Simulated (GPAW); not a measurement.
# MoS2 (P1) in GPAW: single point with LDA

Aim: the single point of MoS2 with LDA.

Everything below comes from runs of GPAW 26.7.0. Logs are shortened: lines on timing, memory, paths and dates and some standing lists are left out, and cuts for length are marked. The log counts tension as positive stress, the text compression.

## (1) The cell of the first run

The typed cell holds 6 atoms: a = 3.171 Å, b = 3.171 Å, c = 12.366 Å, α = 82.63°, β = 82.63°, γ = 60.00°.

## (2) Single point, LDA (atom 4 moved 0.45 Å)

Input file run.py:

```python
from ase import Atoms
from ase.dft.bandgap import bandgap
from ase.io import write
from ase.units import GPa
from gpaw import GPAW, PW

atoms = Atoms(['Mo', 'Mo', 'S', 'S', 'S', 'S'],
              cell=[[1.58550075, -2.74616785, 0.0],
                    [3.17100149, 0.0, 0.0],
                    [1.58550075, -0.91538928, 12.23]],
              scaled_positions=[[0.02264435, 0.97666665, 0.9986048],
                                [0.52264435, 0.47666665, 0.4986048],
                                [0.64764435, 0.60166665, 0.1236048],
                                [0.01177824, 0.24166675, 0.63197602],
                                [0.89764435, 0.85166665, 0.3736048],
                                [0.39764435, 0.35166665, 0.8736048]],
              pbc=True)

calc = GPAW(mode=PW(400),
            xc='LDA',
            kpts={'size': (7, 7, 2), 'gamma': True},
            occupations={'name': 'fermi-dirac', 'width': 0.05},
            nbands=46,
            maxiter=120,
            txt='gpaw.txt')
atoms.calc = calc
energy = atoms.get_potential_energy()
forces = atoms.get_forces()
stress = atoms.get_stress()
calc.write('gs.gpw')
write('result.traj', atoms)
print(f'Energy: {energy:.6f} eV')
print('Forces (eV/A):')
print(forces.round(4))
print('Stress (GPa):', (stress / GPa).round(3))
print('Fermi level:', round(calc.get_fermi_level(), 4), 'eV')
print(f'Gap: {bandgap(calc)[0]:.4f} eV, direct: {bandgap(calc, direct=True)[0]:.4f} eV')
```

Potentials or basis: the program's PAW data sets (release 1.2.1) made for this functional, pw.

Launch:

```
$ OMP_NUM_THREADS=1 python run.py
```

gpaw.txt:

```text
__  _  _
 | _ |_)|_||  |
 |__||  | ||/\| - 26.7.0

Input parameters:
  mode=PW(ecut=400.0),
  kpts=MonkhorstPack(size=(7, 7, 2), gamma=True),
  maxiter=120,
  nbands=46,
  occupations=Occupations(name='fermi-dirac', width=0.05),
  xc=XC(name='LDA')

Diagonalizing LCAO Hamiltonian
Converting LCAO to pw mode

                Mo

           S

         S

           Mo

              S

           S

Atoms  # Å, Bohr magnetons
|   | symbol |        x |         y |         z |    initial magnetic moments |
|---|--------|----------|-----------|-----------|-----------------------------|
| 0 |     Mo | 4.716203 | -0.976297 | 12.212937 | ( 0.0000,  0.0000,  0.0000) |
| 1 |     Mo | 3.130702 | -1.891687 |  6.097937 | ( 0.0000,  0.0000,  0.0000) |
| 2 |      S | 3.130702 | -1.891687 |  1.511687 | ( 0.0000,  0.0000,  0.0000) |
| 3 |      S | 1.786998 | -0.610849 |  7.729067 | ( 0.0000,  0.0000,  0.0000) |
| 4 |      S | 4.716203 | -2.807076 |  4.569187 | ( 0.0000,  0.0000,  0.0000) |
| 5 |      S | 3.130702 | -1.891687 | 10.684187 | ( 0.0000,  0.0000,  0.0000) |

Unit cell  # Å
| periodic |        x |         y |         z |   lengths |    angles |
|----------|----------|-----------|-----------|-----------|-----------|
|      yes | 1.585501 | -2.746168 |  0.000000 |  3.171001 | 82.633734 |
|      yes | 3.171001 |  0.000000 |  0.000000 |  3.171001 | 82.633734 |
|      yes | 1.585501 | -0.915389 | 12.230000 | 12.366271 | 60.000000 |

Number of symmetries: 1
Symmetry operations  # r_c * U_cc + t_c -> r_c
|   | kind |            matrix            |
|---|------|------------------------------|
| 0 |  E   |  1, 0, 0,  0, 1, 0,  0, 0, 1 |

BZ-sampling:
  Number of BZ points: 98
  Number of IBZ points: 50

  Monkhorst-Pack size: [7, 7, 2]
  Monkhorst-Pack shift: [0.0, 0.0, 0.25]

K-points  # in reciprocal-cell coordinates
|     |                                coordinates |     weight |
|-----|--------------------------------------------|------------|
|   0 | (  0.00000000,   0.00000000,   0.00000000) | 0.01020408 |
|   1 | (  0.00000000,   0.00000000,   0.50000000) | 0.01020408 |
|   2 | (  0.00000000,   0.14285714,   0.00000000) | 0.02040816 |
|   3 | (  0.00000000,   0.14285714,   0.50000000) | 0.02040816 |
|   4 | (  0.00000000,   0.28571429,   0.00000000) | 0.02040816 |
|   5 | (  0.00000000,   0.28571429,   0.50000000) | 0.02040816 |
|   6 | (  0.00000000,   0.42857143,   0.00000000) | 0.02040816 |
|   7 | (  0.00000000,   0.42857143,   0.50000000) | 0.02040816 |
|   8 | (  0.14285714,  -0.42857143,   0.00000000) | 0.02040816 |
|   9 | (  0.14285714,  -0.42857143,   0.50000000) | 0.02040816 |
| ... |                                            |            |
|  49 | (  0.42857143,   0.42857143,   0.50000000) | 0.02040816 |

Plane wave coefficients: 1957
Cutoff: 400.0 eV

Spin-components: 1 (collinear spins)
Bands:           46
Projectors:      32
Spin-degeneracy: 2
Datatype:        complex128

Parallelization:
  kpt:    1
  domain: 1
  band:   1

Density:
  Valence electrons: 52.0
  Components: 1
  Grid points: [15 15 60]
  Charge: 0.0  # |e|

Potential:
  Grid points: [15 15 60]

species:
  Mo:
    name:    Molybdenum
    Z:       42.0
    valence: 14
    core:    28
    charge:  0.0  # [|e|]
    compensation charges:
      type: gauss
      rc: 0.38  # [Å]
      lmax: 2
    cutoffs:
      filter: 2.16  # [Å]
      core: 1.42  # [Å]
    projectors
    | kind |    occ | energy [eV] | rcut [Å] |
    |------|--------|-------------|----------|
    |   4s |  2.000 |     -64.384 |    1.238 |
    |   5s |  1.000 |      -4.319 |    1.238 |
    |   4p |  6.000 |     -38.595 |    1.296 |
    |   5p |  0.000 |      -1.161 |    1.296 |
    |   4d |  5.000 |      -3.933 |    1.296 |
    |    d |        |      23.278 |    1.296 |

    Using partial waves for Mo as LCAO basis

  S:
    name:    Sulfur
    Z:       16.0
    valence: 6
    core:    10
    charge:  0.0  # [|e|]
    compensation charges:
      type: gauss
      rc: 0.24  # [Å]
      lmax: 2
    cutoffs:
      filter: 1.77  # [Å]
      core: 1.66  # [Å]
    projectors
    | kind |    occ | energy [eV] | rcut [Å] |
    |------|--------|-------------|----------|
    |   3s |  2.000 |     -17.278 |    0.974 |
    |   3p |  4.000 |      -7.106 |    0.979 |
    |    s |        |       9.933 |    0.974 |
    |    p |        |      20.105 |    0.979 |
    |    d |        |       0.000 |    0.900 |

    Using partial waves for S as LCAO basis

Reference energy: -263337.961849  # eV

eigensolver:
  PPCG
  Converge bands: occupied
  niter=2

density mixing:
  MSR1-Mixer
  Pratt-step length: 0.05
  Maximum mixing coefficient: 0.75
  Old densities: 10
  SVD Regularization: 0.005
  Good broyden scale: 1.0
  Trust region scale: 1.0
  Backstep threshold: 4.0
  History deletion threshold: 6.0
  Fourier metric: weight=20.0, sigma=0.015

occupation numbers:
  Fermi-Dirac:
    width: 0.0500  # eV

poisson solver:
  ecut: 3200.0  # eV

xc functional:
  name: None

convergence criteria:
- Maximum [total energy] change in last 3 cyles: 0.0005 eV / valence electron
- Maximum integral of absolute [dens]ity change: 0.0001 electrons / valence electron
- Maximum integral of absolute [eigenst]ate change: 4e-08 eV^2 / valence electron
maximum number of iterations: 120

SCF iterations
|iter     | |      energy | eigst |  dens |
|---------|-|-------------|-------|-------|
|iter:   1| |  -50.518305 | +0.51 |       |
|iter:   2| |  -49.689586 | -1.15 | -0.99 |
|iter:   3| |  -48.218470 | -1.11 | -1.07 |
|iter:   4| |  -55.891915 | -1.19 | -1.29 |
|iter:   5| |  -47.529453 | -1.67 | -0.85 |
|iter:   6| |  -47.502103 | -2.80 | -1.66 |
|iter:   7| |  -47.535185 | -2.48 | -1.80 |
|iter:   8| |  -47.465143 | -2.90 | -1.92 |
|iter:   9| |  -47.461048 | -4.10 | -2.40 |
|iter:  10| |  -47.461267c| -4.47 | -2.71 |
|iter:  11| |  -47.460943c| -5.29 | -3.02 |
|iter:  12| |  -47.460895c| -5.54 | -3.36 |
|iter:  13| |  -47.460845c| -6.79 | -3.93 |
|iter:  14| |  -47.460852c| -7.99c| -4.37c|

Converged in 14 steps
Energy contributions relative to reference atoms: (reference = -263337.961849)

Energy contributions:
  Kinetic:           4.574816
  Coulomb:         -13.913425
  Zero:             -0.429763
  External:          0.000000
  Xc:              -37.681103
  Entropy:          -0.022755
  Spinorbit:         0.000000
  ----------------------------
  Free energy:     -47.472230
  Extrapolated:    -47.460852

dipole moment: (11.782606, 8.436446, 44.933092)  # |e|*Ang

Fermi level: 8.266
Eigenvalues  # (at kpt = [0.000, 0.000, 0.000])
| band index |      eig [eV] | occ [0-2] |
|------------|---------------|-----------|
|          0 |       -53.485 |     2.000 |
|        ... |               |           |
|         20 |         6.591 |     2.000 |
|         21 |         6.962 |     2.000 |
|         22 |         7.020 |     2.000 |
|         23 |         7.148 |     2.000 |
|         24 |         7.150 |     2.000 |
|         25 |         7.941 |     1.997 |
[... 8 lines left out ...]
|         34 |        14.213 |     0.000 |
|         35 |        14.560 |     0.000 |
|        ... |               |           |
|         45 |        19.573 |     0.000 |

No gap
No difference between direct/indirect transitions

Forces  # eV/Ang
|        x |        y |        z |
|----------|----------|----------|
| -0.00152 |  0.03203 |  0.00989 |  # Mo   0
|  0.23831 |  1.36432 | -0.66788 |  # Mo   1
|  0.00956 | -0.00530 |  0.49213 |  # S    2
| -0.53658 | -1.99696 |  0.70492 |  # S    3
|  0.28043 |  0.61457 | -0.03451 |  # S    4
|  0.00977 | -0.00847 | -0.50515 |  # S    5

Stress tensor  # eV/Ang^3
|        x |        y |         z |
|----------|----------|-----------|
| 0.029296 | 0.002080 |  0.011568 |
| 0.002080 | 0.002343 |  0.037969 |
| 0.011568 | 0.037969 | -0.008670 |

# Writing to gs.gpw (mode='')
```

Run time: 1.9 min. Hardware: 1 thread of Arm Neoverse V1, shared host; peak memory 0.24 GiB.

These settings aren't checked as converged: the numbers below hold their error.

Results:

```yaml
Free_energy: -47.4722 eV
Pressure: -1.2 GPa
Largest_force: 2.185 eV/Å
Band_gap_on_the_k_mesh: none (metal or under the smearing width)
```

Caveat: the cutoff is short for stress and forces, so pressures can be off by a GPa or more; the cell's inner coordinates are idealised or old, which leaves forces on the atoms.
